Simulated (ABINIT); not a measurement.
The system is SnSe2.

```
CELL_PARAMETERS angstrom
3.81100 0.00000 0.00000
-1.90550 3.30042 0.00000
0.00000 0.00000 6.13600
ATOMIC_POSITIONS crystal
Sn 0.00000 0.00000 0.00000
Se 0.66667 0.33333 0.75100
Se 0.33333 0.66667 0.24900
```

Base run:

| Item | Value |
| --- | --- |
| Program | ABINIT 10.8.3 (patched build) |
| Functional | LDA |
| Potentials or basis | PseudoDojo NC SR LDA v0.4 stringent |
| Cutoff | 1306 eV |
| k mesh | 6 × 6 × 4 |
| Occupations | fermi-dirac, width 0.05 eV |
| Spin | no spin polarisation |

Its results: band gap on the k mesh 0.69 eV, indirect (least direct gap 0.88 eV); pressure -0.6 GPa; largest force 0.487 eV/Å.

Question: The run is repeated on the same cell with these changes: potentials or basis from PseudoDojo NC SR LDA v0.4 stringent to PseudoDojo NC SR LDA v0.4.1 standard; cutoff from 1306 eV to 1088 eV; valence electrons from 70 to 46. What comes out?

Answer: Band gap on the k mesh 0.66 eV, indirect (least direct gap 0.84 eV); pressure 0.8 GPa; largest force 0.486 eV/Å.

Caveats: spin-orbit coupling is left out, which moves the levels of the heavy elements.

A k mesh can miss the band edges.
